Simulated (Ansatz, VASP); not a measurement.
## SnO: VASP beside Ansatz

```
Sn O
1.0
     3.83895    0.00000    0.00000
     0.00000    3.83895    0.00000
     0.00000    0.00000    4.91928
Sn O
2 2
Cartesian
  1.9195 0.0000 3.7614
  0.0000 1.9195 1.1579
  0.0000 0.0000 0.0000
  1.9195 1.9195 0.0000
```

Change from the starting cell: volume scaled by 1.02.

Alike in both runs: task single point; functional LDA; k mesh 7 × 7 × 6; occupations fermi-dirac, width 0.05 eV; no spin polarisation.

|  | VASP | Ansatz |
| --- | --- | --- |
| version | VASP 6.6.1 | Ansatz 0.2.0 |
| potentials or method | VASP PAW LDA potentials, release 64 (Sn_d, O), cutoff 520 eV | all-electron LAPW, scalar-relativistic |

Ansatz gave:

| Quantity | Value |
| --- | --- |
| gap on the k mesh at the Fermi level (eV) | 0.52 |
| least direct gap on the mesh (eV) | 2.01 |
| pressure (GPa) | -5.0 |
| largest component of the traceless stress (GPa) | 0.62 |
| rms of the force components (eV/Å) | 0.201 |

Problem. Which values does VASP return?

Solution. gap on the k mesh at the Fermi level (eV): 0.50; least direct gap on the mesh (eV): 1.97; pressure (GPa): -4.7; largest component of the traceless stress (GPa): 0.62; rms of the force components (eV/Å): 0.160.

Atom by atom the forces differ by 0.042 eV/Å (rms over components). Ansatz ran all-electron here, so the differences hold the error of VASP's frozen core and of both bases.

Caveats: spin-orbit coupling is left out, which moves the levels of the heavy elements; an odd mesh through Γ misses points on the zone boundary, where band edges often lie.
